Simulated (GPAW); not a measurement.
Runs of GPAW 26.7.0 on Co. It takes space group P6_3/mmc (No. 194, hexagonal). Conventional cell: a = 2.472 Å, b = 2.472 Å, c = 4.021 Å, α = 90.00°, β = 90.00°, γ = 120.00°. Co (site symmetry -6m2) has 12 Co at 2.47 Å as nearest neighbours. 

| task | level | U | cell | k mesh | optimizer | fmax | max steps | convergence | band path | gap on the mesh (eV) | pressure (GPa) | moment (μB) | relaxed volume (Å³/atom) |
| --- | --- | --- | --- | --- | --- | --- | --- | --- | --- | --- | --- | --- | --- |
| relaxation of cell and atoms | PBEsol+D3(BJ)+ATM | - | relaxed | 9 × 9 × 5 | BFGS | 0.02 eV/Å | 60 | density=1e-05 forces=0.0001 | - | none | -0.1 | 3.03 | 10.18 |
| single point | PBEsol | - | as given | 12 × 12 × 7 | - | - | - | - | - | none | -5.3 | 3.19 | - |
| band structure | PBEsol+U | Co d U = 1 eV | as given | 10 × 10 × 6 | - | - | - | - | GMKGALHA,LM,KH | - | -3.6 | 3.38 | - |
| band structure | PBEsol+U | Co d U = 6 eV | as given | 10 × 10 × 6 | - | - | - | - | GMKGALHA,LM,KH | - | (a) | 4.12 | - |
| relaxation of cell and atoms | PBEsol | - | relaxed | 9 × 9 × 5 | BFGS | 0.02 eV/Å | 60 | density=1e-05 forces=0.0001 | - | none | -0.1 | 3.05 | (b) |
| relaxation of cell and atoms | PBEsol+D4 | - | relaxed | 9 × 9 × 5 | BFGS | 0.02 eV/Å | 60 | density=1e-05 forces=0.0001 | - | none | -0.1 | 3.03 | 10.23 |
| band structure | PBEsol+U | Co d U = 8 eV | as given | 10 × 10 × 6 | - | - | - | - | GMKGALHA,LM,KH | - | 25.1 | 4.29 | - |
| band structure | PBEsol | - | as given | 10 × 10 × 6 | - | - | - | - | GMKGALHA,LM,KH | - | -4.5 | 3.29 | - |

Alike in all rows: potentials or basis PAW data sets generated in the run's folder for this functional, pw; spin collinear, ferromagnetic start; cutoff (eV) 600; smearing fermi-dirac 0.05 eV.

Estimate the missing entries.

(a) 9.0; (b) 10.37.

Caveats: each step starts from the last one's moments, so a moment once lost doesn't come back (some runs); later steps reuse the first step's grids (some runs); the U is typed as a test and isn't derived for this compound (some runs); pairwise dispersion overbinds metals, which lowers pressure and volume (some runs).

A gap of «none» marks a metal or a gap under the smearing width.
